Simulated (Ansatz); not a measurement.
# Sb (Fm-3m) in Ansatz: a series of runs

One crystal, Sb, is run at these levels: PBE, PBE+D3(BJ); tasks: single point, relaxation of cell and atoms.

Program: Ansatz 0.2.0. These are calculated values, not measurements. Logs are shortened: lines on timing, memory, paths and dates and some standing lists are left out, and cuts for length are marked.

## (1) The structure

It takes space group Fm-3m (No. 225, cubic). Conventional cell: a = 4.742 Å, b = 4.742 Å, c = 4.742 Å, α = 90.00°, β = 90.00°, γ = 90.00°. Sb (site symmetry m-3m) is surrounded by 12 Sb at 3.35 Å.

This isn't the form of Sb at room conditions, which is rhombohedral.

## (2) Single point, PBE

input.yaml reads:

```yaml
crystal:
  lattice:
    - [0.0, 2.3712425216, 2.3712425216]
    - [2.3712425216, 0.0, 2.3712425216]
    - [2.3712425216, 2.3712425216, 0.0]
  atoms:
    - { symbol: Sb, position: [0.0, 0.0, 0.0] }
hamiltonian:
  xc: pbe
  pseudopotentials: { kind: paw }
kpoints:
  mp_grid: { grid: [10, 10, 10] }
scf:
  occupations: { method: gaussian, width: 0.025 }
output:
  forces: true
  stress: true
  eigenvalues: true
```

Potentials or basis: Ansatz PAW.

Run with:

```bash
> ansatz run input.yaml --threads 2 --pin off --max-ram 5632MiB --backend cpu --events-out ev --progress --plain --runs-dir out
```

Standard output:

```text
Warning: RAYON_NUM_THREADS=2 ignored (pool sized by the plan → 2); use --threads N
Engine: ansatz 0.2.0, x86_64-unknown-linux-gnu
Pseudopotentials: kind: paw
Pseudopotential: Sb, paw, valence charge 15, recommended cutoff 420 eV (normal), Sb.paw.azcp
Functional definition: PBE
  parameter kappa = 0.804
  parameter beta = 0.06672455060314922
  exchange = pbe_x(kappa = kappa, mu = beta*pi^2/3)
  correlation = pbe_c(beta = beta)
Crystal: 1 atoms, lattice volume = 26.666 Å³
Basis set: ecut = 420 eV, 531 PW (Γ), exchange–correlation on 48×48×48 points (8 copies of the dense FFT grid, shifted against one another)
Bands: 12, of which v1, the nominal top of the filled ones, is band 8 counted from 1 (7 counted from 0)
Symmetry: 48 space group operations
Space group: Fm-3m (ITA 225), of the structure as read, at distance tolerance 3.0e-5 Å
k-points: 47 of 1000
Non-local potential: Sb, projectors of the file, l = 0: 2, l = 1: 2, l = 2: 2, l = 3: 2
PAW form: soft (Blöchl's): semilocal exchange-correlation on the pseudo side does not see the compensation charge
PAW one-centre angular grid: Sb, 590 points (default); XC on 64 Gauss nodes
Initial density: superposition of atomic densities (neutral atoms: chi_scale 0, normalization atom), corrected by the library's trained network
Initial wavefunctions: pseudopotential atomic-orbital guess
Functional: x = pbe(κ = 0.804, μ = 0.2195149727645171), c = pbe(β = 0.06672455060314922)
SCF iter   1: F=—  HF=-6484.161588 eV  |F-HF|=—  |Δ(HF+E_count)|=         —  Δρ=8.15e-4  dr2=1.32e-4  ethr=1.77e-3  ⟨swp⟩=5.9  Hψ=3388  notcnv=0
preconditioner: auto → none  [insulator: Δε(μ)=0.089 eV  Ē_g=12.614 eV  σ=0.025 eV  W_gap=0.82  n_scr=8 (ndim 8)  ℏωp=16.1 eV  f_vac=0.000  D(μ)=1.90/eV (n_scr^D=14)  ε∞_Penn≈2.6]
SCF iter   2: F=—  HF=-6484.161140 eV  |F-HF|=—  |Δ(HF+E_count)|=   4.48e-4  Δρ=5.62e-4  dr2=7.72e-5  ethr=8.83e-7  ⟨swp⟩=2.3  Hψ=1374  notcnv=0  defer=5
SCF iter   3: F=—  HF=-6484.161149 eV  |F-HF|=—  |Δ(HF+E_count)|=   8.76e-6  Δρ=2.07e-4  dr2=8.11e-6  ethr=5.15e-7  ⟨swp⟩=2.7  Hψ=880  notcnv=0  defer=6
SCF iter   4: F=—  HF=-6484.161156 eV  |F-HF|=—  |Δ(HF+E_count)|=   7.44e-6  Δρ=8.37e-5  dr2=1.29e-6  ethr=5.41e-8  ⟨swp⟩=1.9  Hψ=605  notcnv=0  defer=6
SCF iter   5: F=—  HF=-6484.161158 eV  |F-HF|=—  |Δ(HF+E_count)|=   1.30e-6  Δρ=3.07e-5  dr2=2.05e-7  ethr=8.61e-9  ⟨swp⟩=2.0  Hψ=639  notcnv=0  defer=7
SCF iter   6: F=-6484.161158 eV  HF=-6484.161158 eV  |F-HF|=3.10e-8  |Δ(HF+E_count)|=   8.25e-8  Δρ=9.26e-6  dr2=1.97e-8  ethr=6.67e-10  ⟨swp⟩=6.8  Hψ=2504  notcnv=0
SCF 1 converged in 6 iterations: F = -6484.161158 eV  dr2 = 1.97e-8
SCF converged after 6 iterations
Free energy (F): -6484.161158 eV
Harris-Foulkes:  -6484.161158 eV  (|F-HF|=3.10e-8)
Internal energy: -6484.160565 eV  (E = F + TS)
E sigma→0 (E₀):  -6484.160861 eV
Entropy (-TS):   -0.000593 eV (-0.593 meV/atom)
Fermi energy:    11.779494 eV
--- Per-component energies (eV) ---
  E_band       = -142.088011
  E_kinetic    = 206.737591
  E_local      = -1425.264342  (includes V_loc(G=0)·N_el)
  E_nonlocal   = 361.405135
  E_hartree    = 652.052469
  E_xc         = -138.651791
  E_vxc        = -96.496894  (∫ρ·V_xc dr)
  E_paw        = -4574.321097  (= ΣΔE_a)
  E_vpaw       = -492.567347  (= ΣTr[D̂ρ^β])
  E_aug_tail   = -0.000002  (compensation charges beyond the density's cutoff)
  E_ewald      = -1566.118529
  E_smearing   = -0.000593  (= −TS)
  E_closure    = 0.000000  (closes the sum)
  Σ components = -6484.161158   (vs F -6484.161158, Δ=0.00e0)
--- Forces (eV/Å), atoms counted from 1 ---
  atom   1  Sb    -0.00000000     0.00000000     0.00000000
  max |Σ_I F_I| component: 2.63e-31 eV/Å
--- Stress (GPa, compression-positive) ---
        1.992418      -0.000000       0.000000
       -0.000000       1.992418      -0.000000
       -0.000000       0.000000       1.992418
  P = ⅓ Tr σ = 1.9924 GPa (19.924 kbar)
--- Band table (eV; the first three rows and the last of 47) ---
  k-point 0: bands = ["-17.4929", "-17.4929", "-17.4929", "-17.4538", "-17.4538", "-1.1654", "17.2302", "17.2302", "17.2302", "22.0140", "22.3693", "22.3693"]
  k-point 1: bands = ["-17.4919", "-17.4888", "-17.4888", "-17.4535", "-17.4535", "-0.9655", "15.5127", "16.9789", "16.9789", "20.9111", "22.8118", "22.8118"]
  k-point 2: bands = ["-17.4894", "-17.4826", "-17.4826", "-17.4480", "-17.4480", "-0.3701", "12.5214", "16.4554", "16.4554", "20.3794", "23.1430", "23.1430"]
  k-point 46: bands = ["-17.4882", "-17.4812", "-17.4474", "-17.4329", "-17.4010", "4.5101", "8.0202", "9.3909", "10.4443", "20.4087", "21.1732", "24.8120"]
```

It took 0.64 s on 2 threads of Intel Xeon Platinum 8259CL at 2.50GHz (Skylake/Cascade Lake), shared host; peak memory 0.35 GiB.

What came out:

```yaml
Free_energy: -6484.1612 eV
Pressure: 2.0 GPa
Band_gap_on_the_k_mesh: none (metal or under the smearing width)
```

The run has no spin-orbit coupling, so splittings on Sb are missing.

## (3) Single point, PBE

input.yaml, as its differences from that of step 2:

```diff
@@ -13,3 +13,3 @@
 scf:
-  occupations: { method: gaussian, width: 0.025 }
+  occupations: { method: gaussian, width: 0.026 }
 output:
```

Potentials or basis: Ansatz PAW.

Run with:

```bash
> ansatz run input.yaml --threads 2 --pin off --max-ram 5632MiB --backend cpu --events-out ev --progress --plain --runs-dir out
```

It took 0.64 s on 2 threads of Intel Xeon Platinum 8259CL at 2.50GHz (Skylake/Cascade Lake), shared host; peak memory 0.34 GiB.

The run converged. Its results:

* Free energy: -6484.1612 eV
* Pressure: 2.0 GPa
* Band gap on the k mesh: none (metal or under the smearing width)

Levels at points of the mesh, in eV from the Fermi level:
```
             k point  band 3  band 4  band 5  band 6  band 7  band 8  band 9  band 10  band 11  band 12
  (0.00, 0.00, 0.00)  -29.27  -29.23  -29.23  -12.95    5.45    5.45    5.45    10.23    10.59    10.59
 (0.00, 0.00, -0.50)  -29.26  -29.19  -29.19   -9.13   -5.82    3.74    3.74     8.48     9.56     9.56
(0.00, -0.50, -0.50)  -29.20  -29.18  -29.18   -7.48   -4.91    0.44    0.44     4.24     4.73    19.06
```

Spin-orbit coupling is left out, which matters for the levels of Sb.

## (4) Single point, PBE

input.yaml, as its differences from that of step 3:

```diff
@@ -13,3 +13,3 @@
 scf:
-  occupations: { method: gaussian, width: 0.026 }
+  occupations: { method: gaussian, width: 0.027 }
 output:
```

Potentials or basis: Ansatz PAW.

Run with:

```bash
> ansatz run input.yaml --threads 2 --pin off --max-ram 5632MiB --backend cpu --events-out ev --progress --plain --runs-dir out
```

Standard output:

```text
Warning: RAYON_NUM_THREADS=2 ignored (pool sized by the plan → 2); use --threads N
[... 8 set-up lines as earlier in the session ...]
Crystal: 1 atoms, lattice volume = 26.666 Å³
Basis set: ecut = 420 eV, 531 PW (Γ), exchange–correlation on 48×48×48 points (8 copies of the dense FFT grid, shifted against one another)
Bands: 12, of which v1, the nominal top of the filled ones, is band 8 counted from 1 (7 counted from 0)
[... 2 set-up lines as earlier in the session ...]
k-points: 47 of 1000
[... 6 set-up lines as earlier in the session ...]
SCF iter   1: F=—  HF=-6484.161636 eV  |F-HF|=—  |Δ(HF+E_count)|=         —  Δρ=8.16e-4  dr2=1.33e-4  ethr=1.77e-3  ⟨swp⟩=5.9  Hψ=3383  notcnv=0
preconditioner: auto → none  [insulator: Δε(μ)=0.089 eV  Ē_g=12.614 eV  σ=0.027 eV  W_gap=0.83  n_scr=8 (ndim 8)  ℏωp=16.1 eV  f_vac=0.000  D(μ)=1.76/eV (n_scr^D=14)  ε∞_Penn≈2.6]
SCF iter   2: F=—  HF=-6484.161188 eV  |F-HF|=—  |Δ(HF+E_count)|=   4.48e-4  Δρ=5.62e-4  dr2=7.73e-5  ethr=8.85e-7  ⟨swp⟩=2.3  Hψ=1357  notcnv=0  defer=3
SCF iter   3: F=—  HF=-6484.161197 eV  |F-HF|=—  |Δ(HF+E_count)|=   8.75e-6  Δρ=2.07e-4  dr2=8.09e-6  ethr=5.15e-7  ⟨swp⟩=2.7  Hψ=870  notcnv=0  defer=3
SCF iter   4: F=—  HF=-6484.161204 eV  |F-HF|=—  |Δ(HF+E_count)|=   7.41e-6  Δρ=8.36e-5  dr2=1.29e-6  ethr=5.39e-8  ⟨swp⟩=1.9  Hψ=603  notcnv=0  defer=4
SCF iter   5: F=—  HF=-6484.161205 eV  |F-HF|=—  |Δ(HF+E_count)|=   1.29e-6  Δρ=3.08e-5  dr2=2.06e-7  ethr=8.60e-9  ⟨swp⟩=2.0  Hψ=639  notcnv=0  defer=4
SCF iter   6: F=-6484.161205 eV  HF=-6484.161205 eV  |F-HF|=2.99e-8  |Δ(HF+E_count)|=   8.49e-8  Δρ=9.10e-6  dr2=1.90e-8  ethr=6.67e-10  ⟨swp⟩=6.8  Hψ=2518  notcnv=0
SCF 1 converged in 6 iterations: F = -6484.161205 eV  dr2 = 1.90e-8
SCF converged after 6 iterations
Free energy (F): -6484.161205 eV
Harris-Foulkes:  -6484.161205 eV  (|F-HF|=2.99e-8)
Internal energy: -6484.160564 eV  (E = F + TS)
E sigma→0 (E₀):  -6484.160884 eV
Entropy (-TS):   -0.000641 eV (-0.641 meV/atom)
Fermi energy:    11.780905 eV
--- Per-component energies (eV) ---
  E_band       = -142.088783
  E_kinetic    = 206.737202
  E_local      = -1425.263372  (includes V_loc(G=0)·N_el)
  E_nonlocal   = 361.405394
  E_hartree    = 652.051841
  E_xc         = -138.651565
  E_vxc        = -96.496626  (∫ρ·V_xc dr)
  E_paw        = -4574.321534  (= ΣΔE_a)
  E_vpaw       = -492.568108  (= ΣTr[D̂ρ^β])
  E_aug_tail   = -0.000002  (compensation charges beyond the density's cutoff)
  E_ewald      = -1566.118529
  E_smearing   = -0.000641  (= −TS)
  E_closure    = 0.000000  (closes the sum)
  Σ components = -6484.161205   (vs F -6484.161205, Δ=0.00e0)
--- Forces (eV/Å), atoms counted from 1 ---
  atom   1  Sb    -0.00000000     0.00000000    -0.00000000
  max |Σ_I F_I| component: 2.14e-31 eV/Å
--- Stress (GPa, compression-positive) ---
        1.989564       0.000000       0.000000
       -0.000000       1.989564       0.000000
        0.000000       0.000000       1.989564
  P = ⅓ Tr σ = 1.9896 GPa (19.896 kbar)
--- Band table (eV; the first three rows and the last of 47) ---
  k-point 0: bands = ["-17.4930", "-17.4930", "-17.4930", "-17.4538", "-17.4538", "-1.1654", "17.2302", "17.2302", "17.2302", "22.0140", "22.3693", "22.3693"]
  k-point 1: bands = ["-17.4920", "-17.4889", "-17.4889", "-17.4536", "-17.4536", "-0.9655", "15.5126", "16.9789", "16.9789", "20.9111", "22.8117", "22.8117"]
  k-point 2: bands = ["-17.4895", "-17.4827", "-17.4827", "-17.4481", "-17.4481", "-0.3701", "12.5214", "16.4554", "16.4554", "20.3794", "23.1430", "23.1430"]
  k-point 46: bands = ["-17.4883", "-17.4813", "-17.4475", "-17.4330", "-17.4011", "4.5101", "8.0202", "9.3909", "10.4443", "20.4087", "21.1732", "24.8120"]
```

It took 0.64 s on 2 threads of Intel Xeon Platinum 8259CL at 2.50GHz (Skylake/Cascade Lake), shared host; peak memory 0.33 GiB.

Results:

| Item | Value |
| --- | --- |
| Free energy | -6484.1612 eV |
| Pressure | 2.0 GPa |
| Band gap on the k mesh | none (metal or under the smearing width) |

Levels at points of the mesh, in eV from the Fermi level:
```tsv
k point	band 4	band 5	band 6	band 7	band 8	band 9	band 10	band 11
(0.00, 0.00, 0.00)	-29.23	-29.23	-12.95	5.45	5.45	5.45	10.23	10.59
(0.00, 0.00, -0.50)	-29.19	-29.19	-9.13	-5.82	3.74	3.74	8.48	9.56
(0.00, -0.50, -0.50)	-29.18	-29.18	-7.48	-4.91	0.44	0.44	4.24	4.73
```

Spin-orbit coupling is left out, which matters for the levels of Sb.

## (5) Single point, PBE

input.yaml, as its differences from that of step 4:

```diff
@@ -13,3 +13,3 @@
 scf:
-  occupations: { method: gaussian, width: 0.027 }
+  occupations: { method: gaussian, width: 0.028 }
 output:
@@ -18 +18,5 @@
   eigenvalues: true
+  write_density: true
+  write_potential: true
+  elf: true
+  volumetric_format: npy
```

Potentials or basis: Ansatz PAW.

Run with:

```bash
> ansatz run input.yaml --threads 2 --pin off --max-ram 5632MiB --backend cpu --events-out ev --progress --plain --runs-dir out
```

Standard output:

```text
Warning: RAYON_NUM_THREADS=2 ignored (pool sized by the plan → 2); use --threads N
[... 8 set-up lines as earlier in the session ...]
Crystal: 1 atoms, lattice volume = 26.666 Å³
Basis set: ecut = 420 eV, 531 PW (Γ), exchange–correlation on 48×48×48 points (8 copies of the dense FFT grid, shifted against one another)
Bands: 12, of which v1, the nominal top of the filled ones, is band 8 counted from 1 (7 counted from 0)
[... 2 set-up lines as earlier in the session ...]
k-points: 47 of 1000
[... 6 set-up lines as earlier in the session ...]
SCF iter   1: F=—  HF=-6484.161660 eV  |F-HF|=—  |Δ(HF+E_count)|=         —  Δρ=8.16e-4  dr2=1.33e-4  ethr=1.77e-3  ⟨swp⟩=5.9  Hψ=3373  notcnv=0
preconditioner: auto → none  [insulator: Δε(μ)=0.089 eV  Ē_g=12.614 eV  σ=0.028 eV  W_gap=0.83  n_scr=8 (ndim 8)  ℏωp=16.1 eV  f_vac=0.000  D(μ)=1.70/eV (n_scr^D=14)  ε∞_Penn≈2.6]
SCF iter   2: F=—  HF=-6484.161212 eV  |F-HF|=—  |Δ(HF+E_count)|=   4.48e-4  Δρ=5.62e-4  dr2=7.73e-5  ethr=8.86e-7  ⟨swp⟩=2.3  Hψ=1350  notcnv=0  defer=3
SCF iter   3: F=—  HF=-6484.161220 eV  |F-HF|=—  |Δ(HF+E_count)|=   8.69e-6  Δρ=2.07e-4  dr2=8.08e-6  ethr=5.15e-7  ⟨swp⟩=2.7  Hψ=872  notcnv=0  defer=3
SCF iter   4: F=—  HF=-6484.161228 eV  |F-HF|=—  |Δ(HF+E_count)|=   7.39e-6  Δρ=8.36e-5  dr2=1.29e-6  ethr=5.38e-8  ⟨swp⟩=1.9  Hψ=603  notcnv=0  defer=4
SCF iter   5: F=—  HF=-6484.161229 eV  |F-HF|=—  |Δ(HF+E_count)|=   1.29e-6  Δρ=3.08e-5  dr2=2.07e-7  ethr=8.60e-9  ⟨swp⟩=2.0  Hψ=639  notcnv=0  defer=4
SCF iter   6: F=-6484.161229 eV  HF=-6484.161229 eV  |F-HF|=2.96e-8  |Δ(HF+E_count)|=   8.57e-8  Δρ=9.07e-6  dr2=1.88e-8  ethr=6.67e-10  ⟨swp⟩=9.9  Hψ=3769  notcnv=0
SCF 1 converged in 6 iterations: F = -6484.161229 eV  dr2 = 1.88e-8
SCF converged after 6 iterations
Free energy (F): -6484.161229 eV
Harris-Foulkes:  -6484.161229 eV  (|F-HF|=2.96e-8)
Internal energy: -6484.160563 eV  (E = F + TS)
E sigma→0 (E₀):  -6484.160896 eV
Entropy (-TS):   -0.000666 eV (-0.666 meV/atom)
Fermi energy:    11.781612 eV
--- Per-component energies (eV) ---
  E_band       = -142.089155
  E_kinetic    = 206.737021
  E_local      = -1425.262949  (includes V_loc(G=0)·N_el)
  E_nonlocal   = 361.405522
  E_hartree    = 652.051572
  E_xc         = -138.651461
  E_vxc        = -96.496504  (∫ρ·V_xc dr)
  E_paw        = -4574.321738  (= ΣΔE_a)
  E_vpaw       = -492.568462  (= ΣTr[D̂ρ^β])
  E_aug_tail   = -0.000002  (compensation charges beyond the density's cutoff)
  E_ewald      = -1566.118529
  E_smearing   = -0.000666  (= −TS)
  E_closure    = 0.000000  (closes the sum)
  Σ components = -6484.161229   (vs F -6484.161229, Δ=0.00e0)
--- Forces (eV/Å), atoms counted from 1 ---
  atom   1  Sb     0.00000000     0.00000000    -0.00000000
  max |Σ_I F_I| component: 7.40e-32 eV/Å
--- Stress (GPa, compression-positive) ---
        1.988266       0.000000       0.000000
        0.000000       1.988266      -0.000000
        0.000000      -0.000000       1.988266
  P = ⅓ Tr σ = 1.9883 GPa (19.883 kbar)
--- Band table (eV; the first three rows and the last of 47) ---
  k-point 0: bands = ["-17.4930", "-17.4930", "-17.4930", "-17.4539", "-17.4539", "-1.1654", "17.2302", "17.2302", "17.2302", "22.0140", "22.3693", "22.3693"]
  k-point 1: bands = ["-17.4920", "-17.4889", "-17.4889", "-17.4536", "-17.4536", "-0.9655", "15.5126", "16.9789", "16.9789", "20.9111", "22.8117", "22.8117"]
  k-point 2: bands = ["-17.4895", "-17.4827", "-17.4827", "-17.4481", "-17.4481", "-0.3701", "12.5213", "16.4553", "16.4553", "20.3794", "23.1430", "23.1430"]
  k-point 46: bands = ["-17.4883", "-17.4813", "-17.4475", "-17.4330", "-17.4011", "4.5101", "8.0202", "9.3909", "10.4443", "20.4087", "21.1732", "24.8120"]
```

rho_z.tsv:

```text
# z_ang	rho[e/angstrom^3]
# format = ansatz-planar-average/11
# lattice	0.000000000	2.371242522	2.371242522
# lattice	2.371242522	0.000000000	2.371242522
# lattice	2.371242522	2.371242522	0.000000000
# sites	1
# site	51	0.000000000	0.000000000	0.000000000
0.000000	1.536216e0
0.139727	1.443088e0
0.279454	1.203650e0
0.419180	9.095793e-1
0.558907	6.462940e-1
0.698634	4.542983e-1
[... 16 lines left out ...]
3.073990	1.203650e0
3.213717	1.443088e0
```

v_z.tsv:

```text
# z_ang	v_es[eV]	v_tot[eV]
# format = ansatz-planar-average/11
# xc	pbe
# density_cutoff_ev	1680
# datasets	Sb=:simpson_from_first_knot:soft
# lattice	0.000000000	2.371242522	2.371242522
# lattice	2.371242522	0.000000000	2.371242522
# lattice	2.371242522	2.371242522	0.000000000
# sites	1
# site	51	0.000000000	0.000000000	0.000000000
0.000000	1.983574e0	-1.080480e1
0.139727	2.103077e0	-1.059851e1
0.279454	2.466773e0	-9.978966e0
0.419180	3.087662e0	-8.945693e0
0.558907	3.979476e0	-7.514603e0
0.698634	5.146441e0	-5.733971e0
[... 16 lines left out ...]
3.073990	2.466773e0	-9.978966e0
3.213717	2.103077e0	-1.059851e1
```

Run time: 0.84 s. Hardware: 2 threads of Intel Xeon Platinum 8259CL at 2.50GHz (Skylake/Cascade Lake), shared host; peak memory 0.35 GiB.

What came out:

```yaml
Free_energy: -6484.1612 eV
Pressure: 2.0 GPa
Band_gap_on_the_k_mesh: none (metal or under the smearing width)
```

Spin-orbit coupling is left out, which matters for the levels of Sb.

## (6) Relaxation of cell and atoms, PBE+D3(BJ)

input.yaml reads:

```yaml
crystal:
  lattice:
    - [0.0, 2.3712425216, 2.3712425216]
    - [2.3712425216, 0.0, 2.3712425216]
    - [2.3712425216, 2.3712425216, 0.0]
  atoms:
    - { symbol: Sb, position: [0.0, 0.0, 0.0] }
hamiltonian:
  xc: pbe
  pseudopotentials: { kind: paw }
  dispersion: d3bj
kpoints:
  mp_grid: { grid: [10, 10, 10] }
scf:
  occupations: { method: fermi_dirac, width: 0.05 }
output:
  forces: true
  stress: true
  eigenvalues: true
relax:
  f_tol: 0.01
  max_steps: 40
  cell: { stress_tol: 0.05 }
```

Potentials or basis: Ansatz PAW.

Run with:

```bash
> ansatz run input.yaml --threads 2 --pin off --max-ram 5632MiB --backend cpu --events-out ev --progress --plain --runs-dir out
```

Wall time 2.5 s (2 threads of Intel Xeon Platinum 8259CL at 2.50GHz (Skylake/Cascade Lake), shared host); peak memory 0.36 GiB.

The run converged. Its results:

- Free energy: -6484.6972 eV
- Relaxed volume: 26.09 Å³/atom
- Relaxed cell: a = 3.329 Å, b = 3.329 Å, c = 3.329 Å, α = 60.00°, β = 60.00°, γ = 60.00°
- Space group after relaxing (to 0.05 Å): Fm-3m (No. 225)
- Energy gained by relaxing: 2.4 meV/atom
- Ionic steps: 4
- Pressure after relaxing: 0.0 GPa
- Band gap on the k mesh: none (metal or under the smearing width)

The path:
```
step  energy change (eV)  largest force (eV/Å)  volume (Å³)
   1              0.0000                0.0000        26.67
   2             -0.0023                0.0000        25.92
   3             -0.0025                0.0000        26.09
   4             -0.0024                0.0000        26.09
```

Final structure:
```
CELL_PARAMETERS angstrom
0.00000 2.35419 2.35419
2.35419 0.00000 2.35419
2.35419 2.35419 0.00000
ATOMIC_POSITIONS crystal
Sb 0.00000 0.00000 0.00000
```

Levels at points of the mesh, in eV from the Fermi level:
```
             k point  band 4  band 5  band 6  band 7  band 8  band 9  band 10  band 11
  (0.00, 0.00, 0.00)  -29.28  -29.28  -13.15    5.58    5.58    5.58    10.20    10.65
 (0.00, 0.00, -0.50)  -29.23  -29.23   -9.21   -5.99    3.81    3.81     8.61     9.60
(0.00, -0.50, -0.50)  -29.22  -29.22   -7.50   -5.06    0.41    0.41     4.23     4.69
```

Caveat: the plane-wave basis is chosen anew once the cell has moved, so the energies of steps on either side of that aren't comparable; pairwise dispersion overbinds metals, which lowers pressure and volume. The run has no spin-orbit coupling, so splittings on Sb are missing.

## (7) Overview

| task | level | cell | smearing | gap on the mesh (eV) | pressure (GPa) |
| --- | --- | --- | --- | --- | --- |
| single point | PBE | as given | gaussian 0.025 eV | none | 2.0 |
| single point | PBE | as given | gaussian 0.026 eV | none | 2.0 |
| single point | PBE | as given | gaussian 0.027 eV | none | 2.0 |
| single point | PBE | as given | gaussian 0.028 eV | none | 2.0 |
| relaxation of cell and atoms | PBE+D3(BJ) | relaxed | fermi-dirac 0.05 eV | none | 0.0 |

Alike in all rows: potentials or basis Ansatz PAW; no spin polarisation; k mesh 10 × 10 × 10; cutoff (eV) 420.

Every run on the cell as given and a fine mesh finds a metal.

Caveats: the plane-wave basis is chosen anew once the cell has moved, so the energies of steps on either side of that aren't comparable (some runs); pairwise dispersion overbinds metals, which lowers pressure and volume (some runs).

Total energies depend on the potentials used, so only differences within one code and one set of settings carry meaning.
